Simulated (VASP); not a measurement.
# ZnSe (Stilleite) (F-43m) in VASP: a series of runs, part 2 of 2

VASP 6.6.1.

## 3. Relaxation of cell and atoms, r2SCAN

This run uses another cell than the first one: it holds 2 atoms, not 54.

Input file INCAR:

```
SYSTEM = ZnSe
PREC = Accurate ; ENCUT = 600
EDIFF = 1E-6 ; ISMEAR = 0
SIGMA = 0.02 ; LREAL = .False.
LASPH = .True. ; NELM = 100
ALGO = Normal ; ISIF = 3
LWAVE = .False. ; LCHARG = .False.
METAGGA = R2SCAN ; LMIXTAU = .True.
IBRION = 2 ; NSW = 60
EDIFFG = -0.005
```

Input file KPOINTS:

```
Automatic mesh
0
Gamma
  8 8 8
  0 0 0
```

Input file POSCAR:

```
ZnSe
1.0
    0.0000000000      2.8338000000      2.8338000000
    2.8338000000      0.0000000000      2.8338000000
    2.8338000000      2.8338000000      0.0000000000
Se Zn
1 1
Direct
    0.7500000000      0.7500000000      0.7500000000
    0.0000000000      0.0000000000      0.0000000000
```

Potentials or basis: VASP PAW PBE potentials, release 64 (Se, Zn).

Run with:

```bash
$ cat potpaw_PBE.64/Se/POTCAR potpaw_PBE.64/Zn/POTCAR > POTCAR
$ mpirun -np 1 vasp_std > vasp.out
```

Run time: 29 s. Hardware: 1 thread of Intel Xeon 6975P-C (Granite Rapids), shared host; peak memory 0.2 GiB.

The run converged. Its results:

```yaml
Free_energy: -24.9107 eV
Pressure_after_relaxing: 0.0 GPa
Band_gap_on_the_k_mesh: 1.87 eV, direct
```

Final structure:
```
CELL_PARAMETERS angstrom
0.00000 2.83380 2.83380
2.83380 0.00000 2.83380
2.83380 2.83380 0.00000
ATOMIC_POSITIONS crystal
Se 0.75000 0.75000 0.75000
Zn 0.00000 0.00000 0.00000
```

Levels at points of the mesh, in eV from the valence-band top:
| k point | band 7 | band 8 | band 9 | band 10 | band 11 | band 12 |
| --- | --- | --- | --- | --- | --- | --- |
| (0.00, 0.00, 0.00) | 0.00 | 0.00 | 0.00 | 1.87 | 6.32 | 6.32 |
| (0.50, 0.00, 0.00) | -5.30 | -0.88 | -0.88 | 3.05 | 6.87 | 6.87 |
| (0.50, 0.50, 0.00) | -4.79 | -2.23 | -2.23 | 3.34 | 3.87 | 11.51 |

Caveat: the relaxation stopped at its first step, so nothing moved; the PAW data sets were made with another functional, which shifts forces and pressure a little. r2SCAN opens gaps a little over a GGA but as a rule still falls short of measured ones.

## 4. Relaxation of cell and atoms, HSE06+D4, collinear spin, ferromagnetic start

This run uses another cell than the first one: it holds 2 atoms, not 54.

Input file POSCAR:

```
ZnSe
4.0076
    0.000000000000      0.707106497654      0.707106497654
    0.707106497654      0.000000000000      0.707106497654
    0.707106497654      0.707106497654      0.000000000000
Se Zn
1 1
Direct
    0.7500000000      0.7500000000      0.7500000000
    0.0000000000      0.0000000000      0.0000000000
```

Input file INCAR.step1:

```
PREC = Accurate ; ENCUT = 600
EDIFF = 1E-5 ; ISMEAR = -1
SIGMA = 0.05 ; LREAL = False
LASPH = True ; NELM = 80
ALGO = Normal ; LWAVE = True
LCHARG = False ; ISPIN = 2
MAGMOM = 0.5 0 ; LORBIT = 11
GGA = PE
```

Input file INCAR.step2:

```
PREC = Accurate ; ENCUT = 600
EDIFF = 1E-6 ; ISMEAR = -1
SIGMA = 0.05 ; LREAL = False
LASPH = True ; NELM = 80
ALGO = Normal ; ISIF = 3
LWAVE = False ; LCHARG = False
ISPIN = 2 ; MAGMOM = 0.5 0
LORBIT = 11 ; GGA = PE
LHFCALC = True ; HFSCREEN = 0.2
PRECFOCK = Fast ; IVDW = 13
IBRION = 2 ; NSW = 40
EDIFFG = 1E-5 ; ISTART = 1
```

Input file KPOINTS:

```
Automatic mesh
0
Gamma
  4 4 4
```

Run with:

```bash
$ cat potpaw_PBE.64/Se/POTCAR potpaw_PBE.64/Zn/POTCAR > POTCAR
$ cp INCAR.step1 INCAR
$ mpirun -np 1 vasp_std > vasp.out
$ cp INCAR.step2 INCAR
$ mpirun -np 1 vasp_std > vasp.out
```

Run time: 12 min. Hardware: 1 thread of AMD EPYC 9R45 (Zen 5), shared host; peak memory 0.29 GiB.

Results (log left out):

* Free energy: -7.9918 eV
* Relaxed volume: 22.52 Å³/atom
* Relaxed cell: a = 3.994 Å, b = 3.994 Å, c = 3.994 Å, α = 60.00°, β = 60.00°, γ = 60.00°
* Space group after relaxing (to 0.05 Å): F-43m (No. 216)
* Energy gained by relaxing: 0.5 meV/atom
* Ionic steps: 3
* Pressure after relaxing: -0.1 GPa
* Band gap on the k mesh: 2.49 eV, direct
* Net moment: 0.00 μB per cell
* Valence electrons inside the program's atomic spheres: Se 3.98; Zn 10.77
* Dispersion energy per atom: -0.301 eV

The path:
```tsv
step	energy change (eV)	largest force (eV/Å)	pressure (GPa)	volume (Å³)
1	0.0000	0.0000	-0.74	45.51
2	-0.0009	0.0000	0.36	44.83
3	-0.0011	0.0000	-0.05	45.04
```

Final structure:
```
Se Zn
1.0
     0.00000    2.82390    2.82390
     2.82390    0.00000    2.82390
     2.82390    2.82390    0.00000
Se Zn
1 1
Direct
  0.75000 0.75000 0.75000
  0.00000 0.00000 0.00000
```

Levels at points of the mesh, in eV from the valence-band top:
Spin up:
```tsv
k point	band 7	band 8	band 9	band 10	band 11	band 12
(0.00, 0.00, 0.00)	0.00	0.00	0.00	2.49	6.96	6.96
(0.50, 0.00, 0.00)	-5.61	-0.93	-0.93	3.70	7.51	7.51
(0.50, 0.50, 0.00)	-5.19	-2.35	-2.35	3.85	4.52	12.29
```
Spin down:
```csv
k point,band 6,band 7,band 8,band 9,band 10,band 11,band 12,band 13
"(0.00, 0.00, 0.00)",-7.89,0.00,0.00,0.00,2.49,6.96,6.96,6.96
"(0.50, 0.00, 0.00)",-7.70,-5.61,-0.93,-0.93,3.70,7.51,7.51,9.80
"(0.50, 0.50, 0.00)",-7.65,-5.19,-2.35,-2.35,3.85,4.52,12.29,12.92
```

Caveat: the k mesh is coarse (spacing up to 0.48 Å⁻¹), so the values aren't converged, least of all with exact exchange; the PAW data sets were made with another functional, which shifts forces and pressure a little.

## 5. Single point, PBE

This run uses another cell than the first one: it holds 2 atoms, not 54.

Input file INCAR:

```
SYSTEM = ZnSe
PREC = Accurate
ENCUT = 520
EDIFF = 1E-6
ISMEAR = 0
SIGMA = 0.011
LREAL = .False.
LASPH = .True.
NELM = 60
ALGO = Normal
ISIF = 2
LWAVE = .False.
LCHARG = .True.
GGA = PE
LELF = .True.
LVHAR = .True.
NBANDS = 16
```

Input file KPOINTS:

```
Automatic mesh
0
Gamma
  8 8 8
  0 0 0
```

Input file POSCAR:

```
ZnSe
1.0
    0.0000000000      2.8338000000      2.8338000000
    2.8338000000      0.0000000000      2.8338000000
    2.8338000000      2.8338000000      0.0000000000
Se Zn
1 1
Direct
    0.7500000000      0.7500000000      0.7500000000
    0.0000000000      0.0000000000      0.0000000000
```

Run with:

```bash
$ cat potpaw_PBE.64/Se/POTCAR potpaw_PBE.64/Zn/POTCAR > POTCAR
$ mpirun -np 1 vasp_std > vasp.out
```

Wall time 10 s (1 thread of AMD EPYC 9R45 (Zen 5), shared host); peak memory 0.14 GiB.

The run converged. Its results:

| Item | Value |
| --- | --- |
| Free energy | -6.0201 eV |
| Pressure | 2.3 GPa |
| Band gap on the k mesh | 1.29 eV, direct |

Levels at points of the mesh, in eV from the valence-band top:
```
           k point  band 5  band 6  band 7  band 8  band 9  band 10  band 11  band 12  band 13  band 14
(0.00, 0.00, 0.00)   -6.18   -6.18    0.00    0.00    0.00     1.29     5.80     5.80     5.80     9.93
(0.50, 0.00, 0.00)   -6.16   -6.02   -5.23   -0.87   -0.87     2.54     6.38     6.38     8.58    10.97
(0.50, 0.50, 0.00)   -6.13   -6.00   -4.75   -2.19   -2.19     2.98     3.46    10.74    11.25    11.25
```

## 6. Relaxation of cell and atoms, RPBE

This run uses another cell than the first one: it holds 2 atoms, not 54.

Input file INCAR:

```
  ALGO = Normal
  EDIFF = 1E-6
  EDIFFG = -0.01
  ENCUT = 600
  GGA = RP
  IBRION = 2
  ISIF = 3
  ISMEAR = -1
  LASPH = T
  LCHARG = F
  LREAL = F
  LWAVE = F
  NELM = 80
  NSW = 40
  PREC = Accurate
  SIGMA = 0.05
```

Input file KPOINTS:

```
k-points
0
Gamma
  8 8 8
```

POSCAR is that of step 5.

Potentials or basis: VASP PAW PBE potentials, release 64 (Se, Zn).

Run with:

```bash
$ cat potpaw_PBE.64/Se/POTCAR potpaw_PBE.64/Zn/POTCAR > POTCAR
$ mpirun -np 1 vasp_std > vasp.out
```

Wall time 19 s (1 thread of AMD EPYC 9R45 (Zen 5), shared host); peak memory 0.17 GiB.

It converged, with:

```yaml
Free_energy: -5.3926 eV
Relaxed_volume: 24.55 Å³/atom
Relaxed_cell: a = 4.110 Å, b = 4.110 Å, c = 4.110 Å, α = 60.00°, β = 60.00°, γ = 60.00°
Space_group_after_relaxing_to_0.05_Å: F-43m (No. 216)
Energy_gained_by_relaxing: 24.0 meV/atom
Ionic_steps: 3
Pressure_after_relaxing: 0.0 GPa
Band_gap_on_the_k_mesh: 1.16 eV, direct
```

Step by step:
```
step  energy change (eV)  largest force (eV/Å)  pressure (GPa)  volume (Å³)
   1              0.0000                0.0000            4.59        45.51
   2             -0.0460                0.0000           -0.84        49.94
   3             -0.0481                0.0000            0.03        49.10
```

Final structure:
```xyz
2
Lattice="0.0000 2.9063 2.9063 2.9063 0.0000 2.9063 2.9063 2.9063 0.0000" Properties=species:S:1:pos:R:3 pbc="T T T"
Se    4.3594    4.3594    4.3594
Zn    0.0000    0.0000    0.0000
```

Levels at points of the mesh, in eV from the valence-band top:
```csv
k point,band 5,band 6,band 7,band 8,band 9,band 10,band 11,band 12,band 13
"(0.00, 0.00, 0.00)",-5.95,-5.95,0.00,0.00,0.00,1.16,5.87,5.87,5.87
"(0.50, 0.00, 0.00)",-5.94,-5.82,-4.71,-0.76,-0.76,2.53,6.45,6.45,8.55
"(0.50, 0.50, 0.00)",-5.91,-5.80,-4.39,-1.91,-1.91,3.31,3.54,10.40,10.83
```

Caveat: the PAW data sets were made with another functional, which shifts forces and pressure a little.

## 7. The reference run

An earlier run on the cell as given: functional PBE; potentials or basis VASP PAW PBE potentials, release 64 (Se, Zn); cutoff 520 eV; k mesh 8 × 8 × 8; occupations fermi-dirac, width 0.05 eV; no spin polarisation.

- Pressure: 2.3 GPa
- Band gap on the k mesh: 1.29 eV, direct

## 8. Summary

```tsv
task	level	spin	cell	k mesh	cutoff (eV)	smearing	ladder	grid for exact exchange (PRECFOCK)	screening parameter	other keys	mesh quality	gap on the mesh (eV)	pressure (GPa)	relaxed volume (Å³/atom)
relaxation of cell and atoms	r2SCAN	off	relaxed	8 × 8 × 8	600	gaussian 0.02 eV	gaps	-	-	-	not flagged	1.87	0.0	-
relaxation of cell and atoms	HSE06+D4	collinear, ferromagnetic start	relaxed	4 × 4 × 4	600	fermi-dirac 0.05 eV	-	Fast	0.2 1/A	EDIFFG = 1e-05	coarse	2.49	-0.1	22.52
single point	PBE	off	as given	8 × 8 × 8	520	gaussian 0.011 eV	-	-	-	-	not flagged	1.29	2.3	-
relaxation of cell and atoms	RPBE	off	relaxed	8 × 8 × 8	600	fermi-dirac 0.05 eV	-	-	-	-	not flagged	1.16	0.0	24.55
single point	PBE	off	as given	8 × 8 × 8	520	fermi-dirac 0.05 eV	-	-	-	-	not flagged	1.29	2.3	-
```

Alike in all rows: potentials or basis VASP PAW PBE potentials, release 64 (Se, Zn).

Caveats: some runs use coarse meshes; the PAW data sets were made with another functional, which shifts forces and pressure a little (some runs); the relaxation stopped at its first step, so nothing moved (some runs).

Total energies depend on the potentials used, so only differences within one code and one set of settings carry meaning.

## 9. Comparison with measurements

Step 5. Measured gap of ZnSe: 2.695 eV (an exciton energy, a little under the gap; 300 K; “Alloy Disordering Effects on the Thermal Conductivity and Energy Gap Temperature Dependence of Cd1−xZnxSe Ternary Crystals Grown by the Bridgman Method”, 2023, pmc:10253836). This calculation gives 1.29 eV (-1.40 eV). So large a miss can be the level of theory's own, or it may mean another phase, state or a wrong row. Spin-orbit coupling on Se is left out. The value is that of PBE, without temperature or zero-point motion. Semilocal functionals fall short of measured gaps as a rule.
